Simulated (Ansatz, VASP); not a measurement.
One calculation of Al3Cu2, two programs

```
Al Cu
1.0
     3.97563    0.00000    0.00000
    -1.98781    3.44299    0.00000
     0.00000    0.00000    4.83264
Al Cu
3 2
Direct
  0.00000 0.00000 0.00000
  0.33333 0.66667 0.35300
  0.66667 0.33333 0.64700
  0.33333 0.66667 0.84378
  0.66667 0.33333 0.15622
```

Change from the starting cell: equal strain along all axes, cell held, atoms relaxed: -3.0 %.

Alike in both runs: functional PBEsol; k mesh 12 × 12 × 8; occupations gaussian, width 0.1 eV; no spin polarisation.

Ansatz relaxed the structure, and its values are those at the end. VASP's run is a single point on that final structure, the one shown.

```csv
,VASP,Ansatz
version,VASP 6.6.1,Ansatz 0.2.0
potentials or method,"VASP PAW PBE potentials, release 64 (Al, Cu)","scalar-relativistic, plane waves, PAW"
plane-wave cutoff (eV),520,420
valence electrons in the cell,31,47
```

VASP gave:

- gap on the k mesh at the Fermi level (eV): none
- pressure (GPa): 13.1

Q: What did Ansatz give for the same quantities?

A: gap on the k mesh at the Fermi level (eV): none; pressure (GPa): 12.8.

A gap of «none» marks a metal or a gap that the smearing closes. The two sets of potentials don't hold the same shells in valence. Ansatz warned: «stress_scf_threshold_loose».

Caveats: the PAW data sets were made with another functional, which shifts forces and pressure a little (VASP).
